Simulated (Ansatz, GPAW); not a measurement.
This is a calculation of CoO for GPAW 26.7.0 (ASE script). 

run.py

```python
from ase.dft.bandgap import bandgap
from ase.io import read, write
from ase.units import GPa
from gpaw import GPAW, PW

atoms = read('POSCAR')
atoms.set_initial_magnetic_moments([2.0, 0.0])

calc = GPAW(mode=PW(800),
            xc='PBE',
            kpts={'size': (11, 11, 11), 'gamma': True},
            occupations={'name': 'methfessel-paxton', 'order': 0, 'width': 0.028999999999999998},
            nbands=17,
            convergence={'density': 1e-05, 'energy': 1e-05},
            maxiter=150,
            txt='gpaw.txt')
atoms.calc = calc
energy = atoms.get_potential_energy()
forces = atoms.get_forces()
stress = atoms.get_stress()
calc.write('gs.gpw')
write('result.traj', atoms)
print(f'Energy: {energy:.6f} eV')
print('Forces (eV/A):')
print(forces.round(4))
print('Stress (GPa):', (stress / GPa).round(3))
print('Moments:', calc.get_magnetic_moments().round(3))
print('Fermi level:', round(calc.get_fermi_level(), 4), 'eV')
print(f'Gap: {bandgap(calc)[0]:.4f} eV, direct: {bandgap(calc, direct=True)[0]:.4f} eV')
```

File POSCAR:

```
CoO
1.0
    0.0000000000      2.1315000000      2.1315000000
    2.1315000000      0.0000000000      2.1315000000
    2.1315000000      2.1315000000      0.0000000000
Co O
1 1
Direct
    0.0000000000      0.0000000000      0.0000000000
    0.5000000000      0.5000000000      0.5000000000
```

Potentials or basis: GPAW PAW data sets (gpaw-data 1.2.1), pw.

Command:

```console
$ OMP_NUM_THREADS=1 python run.py
```

**Question.** What does the same run look like in Ansatz 0.2.0? Potentials or basis there: all-electron LAPW, scalar-relativistic.

**Answer.** As run (cutoffs and basis follow the program's own potentials, and thresholds, step limits or extra output files can differ):

Contents of input.yaml:

```yaml
crystal:
  lattice:
    - [0.0, 2.1315, 2.1315]
    - [2.1315, 0.0, 2.1315]
    - [2.1315, 2.1315, 0.0]
  atoms:
    - { symbol: Co, position: [0.0, 0.0, 0.0], spin: 2.0 }
    - { symbol: O, position: [0.5, 0.5, 0.5] }
kpoints:
  mp_grid: { grid: [11, 11, 11] }
scf:
  occupations: { method: gaussian, width: 0.029 }
hamiltonian:
  xc: pbe
  pseudopotentials: { kind: all_electron, lapw: { basis_error: 0.001 } }
magnetization:
  spin_polarized: true
output:
  forces: true
  stress: true
  eigenvalues: true
```

Potentials or basis: all-electron LAPW, scalar-relativistic.

Run with:

```bash
$ ansatz run input.yaml --threads 2 --pin off --max-ram 6144MiB --backend cpu --events-out ev --progress --plain --runs-dir out
```

Both were run:

|  | GPAW | Ansatz |
| --- | --- | --- |
| Pressure | -1.1 GPa | -1.7 GPa |
| Net moment | 2.98 μB per cell | 2.98 μB per cell |

Where Ansatz's input types no cutoff or centring, it takes its own default and a Γ-centred mesh.

The magnetic state is the one that the start led to; the real crystal's order can differ.

Pressure is positive in compression.
